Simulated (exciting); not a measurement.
Zr: equation of state with PBE

Crystal: Zr.

```xyz
2
Lattice="3.2320 0.0000 0.0000 -1.6160 2.7990 0.0000 0.0000 0.0000 5.1470" Properties=species:S:1:pos:R:3 pbc="T T T"
Zr    1.6160    0.9330    3.8603
Zr    0.0000    1.8660    1.2868
```

```yaml
Program: exciting (release sodium)
Task: equation of state
Functional: PBE
Potentials_or_basis: all-electron LAPW+lo, shipped species files, valence relativity iora*
rgkmax: 9
k_mesh: 9 × 9 × 5
Occupations: fermi-dirac, width 0.05 eV
Spin: no spin polarisation
gmaxvr_cutoff_of_density_and_potential: 14 1/bohr
lmaxapw_and_lmaxmat: 10
lmaxvr: 8
nempty: 18
Valence_relativity: iora*
Muffin-tin_radii: Zr 2.3 bohr
```

```json
{
 "Equilibrium volume": "23.41 Å³/atom",
 "Bulk modulus at fixed shape and positions": "94 GPa",
 "Pressure derivative of the bulk modulus": "3.3"
}
```

Energy against volume, from the lowest point:
| volume (Å³/atom) | energy (meV/atom) |
| --- | --- |
| 21.884 | 31.97 |
| 22.350 | 14.91 |
| 22.815 | 4.43 |
| 23.281 | 0.00 |
| 23.746 | 1.34 |
| 24.212 | 7.64 |
| 24.678 | 18.71 |

Caveat: the cell was scaled at fixed shape and fractional positions, which overstates the stiffness of a crystal with free parameters, most of all of layers and chains.
